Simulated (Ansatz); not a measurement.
**BAs under changes of volume**

One of the cells (13.626 Å³/atom); the others are scaled copies at fixed shape and fractional positions:

```
CELL_PARAMETERS angstrom
0.00000 2.38850 2.38850
2.38850 0.00000 2.38850
2.38850 2.38850 0.00000
ATOMIC_POSITIONS crystal
As 0.75000 0.75000 0.75000
B 0.00000 0.00000 0.00000
```

- Program: Ansatz 0.2.0
- Functional: PBE
- Potentials or basis: Ansatz PAW
- Cutoff: 420 eV (not typed: the program's choice for these potentials)
- k mesh: 10 × 10 × 10
- Occupations: fermi-dirac, width 0.05 eV
- Spin: no spin polarisation

| volume (Å³/atom) | energy over the lowest point (meV/atom) | pressure (GPa) | gap on the mesh (eV) |
| --- | --- | --- | --- |
| 12.809 | 40.72 | 12.8 | 1.12 |
| 13.081 | 22.17 | 9.1 | 1.14 |
| 13.354 | ? | ? | ? |
| 13.626 | 2.36 | 2.8 | 1.18 |
| 13.899 | 0.00 | 0.1 | 1.20 |
| 14.171 | 2.03 | -2.4 | 1.22 |
| 14.444 | 8.04 | -4.6 | 1.24 |

Question: What does the run at 13.354 Å³/atom give?

Answer: Energy over the lowest point 9.60 meV/atom; pressure 5.8 GPa; gap on the mesh 1.16 eV.

Worked out: A Birch-Murnaghan fit of order 3 (a polynomial in V^(-2/3)) to the other rows has its minimum at 13.90 Å³/atom with B0 = V·E''(V) = 131 GPa and B' = 4.2. It gives 9.55 meV/atom at 13.354 Å³/atom, against the run's 9.60, and -dE/dV = 5.8 GPa, against 5.8. A straight line through the other rows of the gap, of slope 0.998 eV per unit of ln V, gives 1.16 eV, against the run's 1.16.

Energies are extrapolated to zero smearing.

A mesh can miss the band edges. Spin-orbit coupling on As is left out.
